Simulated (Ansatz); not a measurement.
Crystal: InAs.

```
In As
1.0
     0.00000    2.87730    2.87730
     2.87730    0.00000    2.87730
     2.87730    2.87730    0.00000
In As
1 1
Direct
  0.50000 0.50000 0.50000
  0.00000 0.00000 0.00000
```

Measurements of this composition are mostly on another form, of space group No. 216.

```yaml
Program: Ansatz 0.2.0
Task: relaxation of cell and atoms
Functional: RPBE
Dispersion: D4
Potentials_or_basis: Ansatz PAW
Cutoff: "420 eV (not typed: the program's choice for these potentials)"
k_mesh: 8 × 8 × 8
Occupations: fermi-dirac, width 0.05 eV
Spin: no spin polarisation
```

At the start: volume 23.82 Å³/atom.

Question: How do energy, volume and symmetry change on relaxing?

Answer: It ends after 5 steps and the volume is 22.57 Å³/atom (-5.2 %); space group Fm-3m (No. 225, to 0.05 Å).

The path:
```csv
step,energy change (eV),largest force (eV/Å),volume (Å³)
1,0.0000,0.0000,47.64
2,-0.0156,0.0000,43.54
3,-0.0280,0.0000,45.28
4,-0.0282,0.0000,45.14
5,-0.0274,0.0000,45.14
```

Final structure:
```cif
data_structure
_symmetry_space_group_name_H-M 'P 1'
_symmetry_Int_Tables_number 1
_cell_length_a 3.9967
_cell_length_b 3.9967
_cell_length_c 3.9967
_cell_angle_alpha 60.000
_cell_angle_beta 60.000
_cell_angle_gamma 60.000
_cell_volume 45.14
loop_
_atom_site_label
_atom_site_type_symbol
_atom_site_fract_x
_atom_site_fract_y
_atom_site_fract_z
_atom_site_occupancy
In1 In 0.50000 0.50000 0.50000 1
As1 As 0.00000 0.00000 0.00000 1
```

Caveat: the plane-wave basis is chosen anew once the cell has moved, so the energies of steps on either side of that aren't comparable; pairwise dispersion overbinds metals, which lowers pressure and volume; the PAW data sets come from PBE, with cores solved anew for the run's functional, which leaves a small shift of forces and pressure.
